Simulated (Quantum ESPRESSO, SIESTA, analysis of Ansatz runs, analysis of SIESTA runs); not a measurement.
# LiCl (Fm-3m):V_Cl, a ladder of methods on one cell (SIESTA and Quantum ESPRESSO), part 4 of 6

Question: at which Fermi levels does V_Cl in LiCl (Fm-3m) change its charge, and how much of the answer depends on the basis, the mesh and the program? The model is a cell of 72 host atoms with 1 Cl taken out.

SIESTA and Quantum ESPRESSO ; SIESTA numerical-orbital DFT, PBEsol, DZP basis, PseudoDojo 0.4.1 potentials converted to PSML; charged supercells in a uniform background, point-charge correction with alignment at far sites.

So far. Step 7 (SIESTA, PBEsol, DZP, mesh 300 Ry, energy shift 0.002 …): Against the first level the gap goes from 6.65 to 6.57 eV, and the level that moves most, (+1/0), from 4.31 to 4.28 eV.

## 8. SIESTA, PBEsol, SZP, mesh 300 Ry, energy shift 0.005 Ry, with orbitals at the vacancy, k = ¼

Level of this step: SIESTA numerical-orbital DFT, PBEsol, SZP basis, PseudoDojo 0.4.1 potentials converted to PSML; single point of a defect supercell at fixed charge in a uniform background (SIESTA).

The basis is cut down to SZP on the same structures. It is cheaper, and shows which numbers a minimal description loses first.

Contents of defect.fdf:

```
SystemName                      Li36Cl35
SystemLabel                     defect
NumberOfSpecies                 3
NumberOfAtoms                   72
%block ChemicalSpeciesLabel
  1    3 Li
  2   17 Cl
  3  -17 Cl_ghost
%endblock ChemicalSpeciesLabel
LatticeConstant                 1.0 Ang
%block LatticeVectors
     0.003948000     7.590525000     7.590525000
     7.590525000     0.003948000     7.590525000
    10.120700000    10.120700000     0.005264000
%endblock LatticeVectors
AtomicCoordinatesFormat         Fractional
%block AtomicCoordinatesAndAtomicSpecies
     0.002134228     0.001703995    -0.003823218  1
     0.166528438     0.166388454     0.125571435  2
    -0.001358754    -0.001565303     0.253445102  1
[... 35 atom lines left out ...]
     0.500053902     0.500088964     0.876629680  2
[... 5 atom lines left out ...]
     0.501021089     0.835278027     0.625028034  2
[... 1 atom line left out ...]
     0.501094108     0.833047372     0.875330736  2
[... 13 atom lines left out ...]
     0.835983896     0.500259893     0.624830625  2
[... 1 atom line left out ...]
     0.832831935     0.500755954     0.875718912  2
[... 5 atom lines left out ...]
     0.833227025     0.833389022     0.625994370  2
[... 2 atom lines left out ...]
     0.500000000     0.500000000     0.625000000  3
%endblock AtomicCoordinatesAndAtomicSpecies
%block kgrid.MonkhorstPack
    1   0   0  0.25
    0   1   0  0.25
    0   0   1  0.25
%endblock kgrid.MonkhorstPack
XC.Functional                   GGA
XC.Authors                      PBEsol
PAO.BasisSize                   SZP
PAO.EnergyShift                 0.005 Ry
Mesh.Cutoff                     300 Ry
%block PAO.PolarizationScheme
  Li non-perturbative
%endblock PAO.PolarizationScheme
NetCharge                       -1.0
OccupationFunction              FD
ElectronicTemperature           0.01 eV
MaxSCFIterations                150
SCF.MustConverge                true
SCF.Mixer.Method                Pulay
SCF.Mixer.Weight                0.2
SCF.Mixer.History               10
SCF.DM.Tolerance                1.0e-4
SCF.H.Tolerance                 1.0e-3 eV
WriteForces                     true
Charge.Mulliken                 end
SaveRho                         true
SaveElectrostaticPotential      true
Charge.Hirshfeld                end
Charge.Voronoi                  end
```

Run with:

```sh
> OMP_NUM_THREADS=1 siesta defect.fdf > defect.out
```

The program printed:

```text
Version         : 5.4.2

                           ***********************
                           *  WELCOME TO SIESTA  *
                           ***********************

[...]
reinit: Reading from file defect.fdf

reinit: -----------------------------------------------------------------------
reinit: System Name: Li36Cl35
reinit: -----------------------------------------------------------------------
reinit: System Label: defect
reinit: -----------------------------------------------------------------------

initatom: Reading input for the pseudopotentials and atomic orbitals ----------
Species number:   1 Atomic number:    3 Label: Li
Species number:   2 Atomic number:   17 Label: Cl
Species number:   3 Atomic number:  -17 Label: Cl_ghost (floating PAOs)

[... pseudopotential checks and orbital generation ...]

prinput: Basis input

PAO.BasisType split

%block ChemicalSpeciesLabel
    1    3 Li                      # Species index, atomic number, species label
    2   17 Cl                      # Species index, atomic number, species label
    3  -17 Cl_ghost                # Species index, atomic number, species label
%endblock ChemicalSpeciesLabel

%block PAO.Basis                 # Define Basis set
# WARNING: This information might be incomplete!
Li                    3                    # Species label, number of l-shells
 n=1   0   1                         # n, l, Nzeta
   2.646
   1.000
 n=2   0   1                         # n, l, Nzeta
   9.893
[...]
n=2   1   1                         # n, l, Nzeta
[...]
Cl                    2                    # Species label, number of l-shells
 n=3   0   1                         # n, l, Nzeta
[...]
1   -0.007271   -0.013342    0.009819
     2   -0.000024   -0.001071    0.006314
     3    0.012351    0.007584   -0.011153
[...]
71   -0.003102    0.001239    0.013713
    72   -0.000195    0.000340   -0.000476
   Tot   -0.000332   -0.001241    0.009545
   Max    0.028686
   Res    0.010563    sqrt( Sum f_i^2 / 3N )
   Max    0.028686    constrained
[...]
Stress tensor Voigt[x,y,z,yz,xz,xy] (kbar):       -2.97       -2.93       -0.75       -0.03       -0.03        2.00
(Free)E + p*V (eV/cell)   -22706.9759
Target enthalpy (eV/cell)   -22708.5883
[...]
siesta: Final energy (eV):
siesta:  Band Struct. =   -7498.594902
siesta:       Kinetic =   10433.008816
siesta:       Hartree =    3666.757717
siesta:         Exch. =   -5421.815501
siesta:         Corr. =    -465.818055
siesta:   Exch.-corr. =   -5887.633556
siesta:  Ion-electron =  -19376.067499
siesta:       Ion-ion =  -11544.653789
siesta:         Total =  -22708.588310
siesta:         Fermi =      -4.261900
[...]
siesta: Stress tensor (static) (eV/Ang**3):
siesta:    -0.001855    0.001249   -0.000020
siesta:     0.001249   -0.001830   -0.000019
siesta:    -0.000020   -0.000019   -0.000466
[...]
siesta: Cell volume =       1165.320042 Ang**3
[...]
siesta: Pressure (static):
siesta:                Solid            Molecule  Units
siesta:           0.00001507          0.00001263  Ry/Bohr**3
siesta:           0.00138363          0.00115960  eV/Ang**3
siesta:           2.21682003          1.85789135  kBar
[...]
mulliken: Qtot =      354.000

Mulliken Atomic Populations:
Atom #   charge [q] valence [e]  Species
     1     0.237170    2.762830  Li
     2    -0.266259    7.266259  Cl
     3     0.237211    2.762789  Li
     4    -0.267555    7.267555  Cl
     5     0.232215    2.767785  Li
     6    -0.267942    7.267942  Cl
[...]
68     0.156377    2.843623  Li
    69    -0.267975    7.267975  Cl
    70     0.255205    2.744795  Li
    71    -0.267518    7.267518  Cl
    72     7.008137   -0.008137  Cl_ghost
 Total     6.000000

[...]
Job completed
```

Run time: 2.9 min. Hardware: 1 MPI rank of Arm Neoverse V1, shared host; peak memory 0.99 GiB.

On the kept structures the largest force at this level is 0.05 eV/Å, so they are close to rest here too.

By state, in eV; the first energy still holds the atoms taken out or put in:

```csv
charge,moment (μB),"energy over the host, electrons at the valence top",point-charge term,potential shift at far sites,its spread,correction
−1,0,454.067,0.166,-0.009,0.028,0.175
0,1,449.469,0.000,-,-,0.000
+1,0,444.958,0.166,0.018,0.024,0.184
```

Against the first level the gap goes from 6.65 to 6.80 eV, and the level that moves most, (0/−1), from 4.82 to 4.77 eV; counted from the conduction bottom it moves by 0.20 eV, so it follows the valence band more closely, by this count alone (no common zero is set between the two levels of method).

## 9. SIESTA, PBEsol, TZP, mesh 300 Ry, energy shift 0.005 Ry, with orbitals at the vacancy, k = ¼

The basis is enlarged to TZP on the same structures. If the levels stay put, the first basis was large enough for them.

Changes to defect.fdf since step 8:

```diff
@@ -42,3 +42,3 @@
 XC.Authors                      PBEsol
-PAO.BasisSize                   SZP
+PAO.BasisSize                   TZP
 PAO.EnergyShift                 0.005 Ry
```

The program printed:

```text
Version         : 5.4.2

                           ***********************
                           *  WELCOME TO SIESTA  *
                           ***********************

[...]
reinit: Reading from file defect.fdf

reinit: -----------------------------------------------------------------------
reinit: System Name: Li36Cl35
reinit: -----------------------------------------------------------------------
reinit: System Label: defect
reinit: -----------------------------------------------------------------------

initatom: Reading input for the pseudopotentials and atomic orbitals ----------
Species number:   1 Atomic number:    3 Label: Li
Species number:   2 Atomic number:   17 Label: Cl
Species number:   3 Atomic number:  -17 Label: Cl_ghost (floating PAOs)

[... pseudopotential checks and orbital generation ...]

prinput: Basis input

PAO.BasisType split

%block ChemicalSpeciesLabel
    1    3 Li                      # Species index, atomic number, species label
    2   17 Cl                      # Species index, atomic number, species label
    3  -17 Cl_ghost                # Species index, atomic number, species label
%endblock ChemicalSpeciesLabel

%block PAO.Basis                 # Define Basis set
# WARNING: This information might be incomplete!
Li                    3                    # Species label, number of l-shells
 n=1   0   1                         # n, l, Nzeta
   2.646
   1.000
 n=2   0   3                         # n, l, Nzeta
   9.893      7.239      8.049
   1.000      1.000      1.000
 n=2   1   1                         # n, l, Nzeta
   9.893
   1.000
Cl                    2                    # Species label, number of l-shells
 n=3   0   3                         # n, l, Nzeta
   4.413      2.893      3.336
[...]
1   -0.006987   -0.012646    0.008683
     2    0.000571   -0.000927    0.004463
     3    0.011544    0.007305   -0.010328
[...]
71   -0.002399    0.002299    0.014086
    72   -0.000547    0.000954   -0.001065
   Tot   -0.001715    0.000125    0.006215
   Max    0.038512
   Res    0.011589    sqrt( Sum f_i^2 / 3N )
   Max    0.038512    constrained
[...]
Stress tensor Voigt[x,y,z,yz,xz,xy] (kbar):        0.55        0.60        1.96       -0.14       -0.13        1.83
(Free)E + p*V (eV/cell)   -22713.1964
Target enthalpy (eV/cell)   -22712.4419
[...]
siesta: Final energy (eV):
siesta:  Band Struct. =   -7514.699954
siesta:       Kinetic =   10416.650245
siesta:       Hartree =    3653.920528
siesta:         Exch. =   -5417.351391
siesta:         Corr. =    -465.601913
siesta:   Exch.-corr. =   -5882.953304
siesta:  Ion-electron =  -19355.405588
siesta:       Ion-ion =  -11544.653789
siesta:         Total =  -22712.441908
siesta:         Fermi =      -3.516474
[...]
siesta: Stress tensor (static) (eV/Ang**3):
siesta:     0.000346    0.001142   -0.000084
siesta:     0.001142    0.000375   -0.000087
siesta:    -0.000084   -0.000087    0.001222
[...]
siesta: Cell volume =       1165.320042 Ang**3
[...]
siesta: Pressure (static):
siesta:                Solid            Molecule  Units
siesta:          -0.00000705         -0.00000624  Ry/Bohr**3
siesta:          -0.00064749         -0.00057329  eV/Ang**3
siesta:          -1.03739219         -0.91850552  kBar
[...]
mulliken: Qtot =      354.000

Mulliken Atomic Populations:
Atom #   charge [q] valence [e]  Species
     1     0.015694    2.984306  Li
     2    -0.010743    7.010743  Cl
     3     0.016014    2.983986  Li
     4    -0.009301    7.009301  Cl
     5    -0.031918    3.031918  Li
     6    -0.010272    7.010272  Cl
[...]
68     0.027084    2.972916  Li
    69    -0.010159    7.010159  Cl
    70    -0.038306    3.038306  Li
    71    -0.009440    7.009440  Cl
    72     7.047691   -0.047691  Cl_ghost
 Total     6.000000

[...]
Job completed
```

The job ended after 5.7 min (1 MPI rank; peak memory 1.3 GiB).

On the kept structures the largest force at this level is 0.05 eV/Å, so they are close to rest here too.

By state, in eV; the first energy still holds the atoms taken out or put in:

| charge | moment (μB) | energy over the host, electrons at the valence top | point-charge term | potential shift at far sites | its spread | correction |
| --- | --- | --- | --- | --- | --- | --- |
| −1 | 0 | 454.121 | 0.166 | -0.008 | 0.026 | 0.174 |
| 0 | 1 | 449.475 | 0.000 | - | - | 0.000 |
| +1 | 0 | 444.980 | 0.166 | 0.019 | 0.023 | 0.185 |

Against the first level the gap goes from 6.65 to 6.57 eV, and the level that moves most, (+1/0), from 4.31 to 4.31 eV.

## 10. SIESTA, PBEsol, DZP, mesh 300 Ry, energy shift 0.005 Ry, without orbitals at the vacancy, k = ¼

Basis functions at the vacant site are taken away. Electrons trapped in a vacancy have no atom to sit on, so a basis that only follows atoms may describe them poorly.

Contents of defect.fdf:

```
SystemName                      Li36Cl35
SystemLabel                     defect
NumberOfSpecies                 2
NumberOfAtoms                   71
%block ChemicalSpeciesLabel
  1    3 Li
  2   17 Cl
%endblock ChemicalSpeciesLabel
LatticeConstant                 1.0 Ang
%block LatticeVectors
     0.003948000     7.590525000     7.590525000
     7.590525000     0.003948000     7.590525000
    10.120700000    10.120700000     0.005264000
%endblock LatticeVectors
AtomicCoordinatesFormat         Fractional
%block AtomicCoordinatesAndAtomicSpecies
     0.002134228     0.001703995    -0.003823218  1
     0.166528438     0.166388454     0.125571435  2
[... 35 atom lines left out ...]
     0.356179567     0.356821490     0.732836401  1
[... 5 atom lines left out ...]
     0.354348268     0.646385243     0.515628236  1
[... 1 atom line left out ...]
     0.356260521     0.645626990     0.732484677  1
[... 13 atom lines left out ...]
     0.643929775     0.356782488     0.516631692  1
[... 1 atom line left out ...]
     0.645233310     0.355921543     0.733104158  1
[... 5 atom lines left out ...]
     0.645358243     0.644694175     0.516503391  1
[... 2 atom lines left out ...]
     0.832523071     0.833265698     0.875324245  2
%endblock AtomicCoordinatesAndAtomicSpecies
%block kgrid.MonkhorstPack
    1   0   0  0.25
    0   1   0  0.25
    0   0   1  0.25
%endblock kgrid.MonkhorstPack
XC.Functional                   GGA
XC.Authors                      PBEsol
PAO.BasisSize                   DZP
PAO.EnergyShift                 0.005 Ry
Mesh.Cutoff                     300 Ry
%block PAO.PolarizationScheme
  Li non-perturbative
%endblock PAO.PolarizationScheme
NetCharge                       -1.0
OccupationFunction              FD
ElectronicTemperature           0.01 eV
MaxSCFIterations                150
SCF.MustConverge                true
SCF.Mixer.Method                Pulay
SCF.Mixer.Weight                0.2
SCF.Mixer.History               10
SCF.DM.Tolerance                1.0e-4
SCF.H.Tolerance                 1.0e-3 eV
WriteForces                     true
Charge.Mulliken                 end
SaveRho                         true
SaveElectrostaticPotential      true
Charge.Hirshfeld                end
Charge.Voronoi                  end
```

The program printed:

```text
Version         : 5.4.2

                           ***********************
                           *  WELCOME TO SIESTA  *
                           ***********************

[...]
reinit: Reading from file defect.fdf

reinit: -----------------------------------------------------------------------
reinit: System Name: Li36Cl35
reinit: -----------------------------------------------------------------------
reinit: System Label: defect
reinit: -----------------------------------------------------------------------

initatom: Reading input for the pseudopotentials and atomic orbitals ----------
Species number:   1 Atomic number:    3 Label: Li
Species number:   2 Atomic number:   17 Label: Cl

[... pseudopotential checks and orbital generation ...]

prinput: Basis input

PAO.BasisType split

%block ChemicalSpeciesLabel
    1    3 Li                      # Species index, atomic number, species label
    2   17 Cl                      # Species index, atomic number, species label
%endblock ChemicalSpeciesLabel

%block PAO.Basis                 # Define Basis set
# WARNING: This information might be incomplete!
Li                    3                    # Species label, number of l-shells
 n=1   0   1                         # n, l, Nzeta
   2.646
   1.000
 n=2   0   2                         # n, l, Nzeta
   9.893      7.239
   1.000      1.000
 n=2   1   1                         # n, l, Nzeta
   9.893
   1.000
Cl                    2                    # Species label, number of l-shells
 n=3   0   2                         # n, l, Nzeta
   4.413      2.893
   1.000      1.000
 n=3   1   2 P   1                   # n, l, Nzeta, Polarization, NzetaPol
   5.490      3.619
   1.000      1.000
%endblock PAO.Basis

[...]
siesta: Atomic forces (eV/Ang):
     1   -0.008162   -0.014007    0.010245
     2    0.000286   -0.000620    0.005564
     3    0.013005    0.008429   -0.011767
[...]
70   -0.003622   -0.003563   -0.007686
    71   -0.003649    0.000294    0.012433
   Tot   -0.000076   -0.000486    0.011643
   Max    0.030292
   Res    0.009773    sqrt( Sum f_i^2 / 3N )
   Max    0.030292    constrained
[...]
Stress tensor Voigt[x,y,z,yz,xz,xy] (kbar):        2.62        2.67        4.24       -0.14       -0.14        2.03
(Free)E + p*V (eV/cell)   -22713.3010
Target enthalpy (eV/cell)   -22710.9904
[...]
siesta: Final energy (eV):
siesta:  Band Struct. =   -7516.308122
siesta:       Kinetic =   10418.350870
siesta:       Hartree =    3650.388751
siesta:         Exch. =   -5415.622281
siesta:         Corr. =    -465.851573
siesta:   Exch.-corr. =   -5881.473854
siesta:  Ion-electron =  -19353.602415
siesta:       Ion-ion =  -11544.653789
siesta:         Total =  -22710.990438
siesta:         Fermi =      -3.872834
[...]
siesta: Stress tensor (static) (eV/Ang**3):
siesta:     0.001635    0.001269   -0.000088
siesta:     0.001269    0.001665   -0.000089
siesta:    -0.000088   -0.000089    0.002648
[...]
siesta: Cell volume =       1165.320042 Ang**3
[...]
siesta: Pressure (static):
siesta:                Solid            Molecule  Units
siesta:          -0.00002160         -0.00002218  Ry/Bohr**3
siesta:          -0.00198277         -0.00203653  eV/Ang**3
siesta:          -3.17674418         -3.26288275  kBar
[...]
mulliken: Qtot =      354.000

Mulliken Atomic Populations:
Atom #   charge [q] valence [e]  Species
     1     0.165227    2.834773  Li
     2    -0.176711    7.176711  Cl
     3     0.165267    2.834733  Li
     4    -0.176407    7.176407  Cl
     5     0.129259    2.870741  Li
     6    -0.177830    7.177830  Cl
[...]
68     0.145354    2.854646  Li
    69    -0.177762    7.177762  Cl
    70     0.133545    2.866455  Li
    71    -0.176452    7.176452  Cl
 Total    -1.000000

[...]
Job completed
```

Elapsed: 3.8 min, on 1 MPI rank; peak memory 1.1 GiB.

On the kept structures the largest force at this level is 0.05 eV/Å, so they are close to rest here too.

By state, in eV; the first energy still holds the atoms taken out or put in:

| charge | moment (μB) | energy over the host, electrons at the valence top | point-charge term | potential shift at far sites | its spread | correction |
| --- | --- | --- | --- | --- | --- | --- |
| −1 | 0 | 454.145 | 0.166 | -0.008 | 0.027 | 0.174 |
| 0 | 1 | 449.517 | 0.000 | - | - | 0.000 |
| +1 | 0 | 445.014 | 0.166 | 0.020 | 0.024 | 0.185 |

Against the first level the gap goes from 6.65 to 6.65 eV, and the level that moves most, (0/−1), from 4.82 to 4.80 eV.

(Part 4 of 6 ends here.)

[Logs are printed without paths, hosts, clocks, repeated set-up lines and the standing remarks that a program may print on its own settings, such as how far it seeks lower states.]

[Hosts, paths, dates, database ids (printed as entryN), source tags and the programs' standing remarks are cut or masked in the printed files.]

[For some hosts the program warned that the k-mesh of the response run may be too coarse for force constants and the static dielectric constant; such warnings are not shown here.]

[Charge tables in the logs are Mulliken or Hirshfeld populations, whose sizes and signs can differ; where basis functions stand at a vacancy, SIESTA counts their charge against the missing atom's valence.]

[In relaxation paths of CP2K, step 0 can be the structure after the first move, since the trajectory file begins there, and the last row can be the final structure solved once more.]
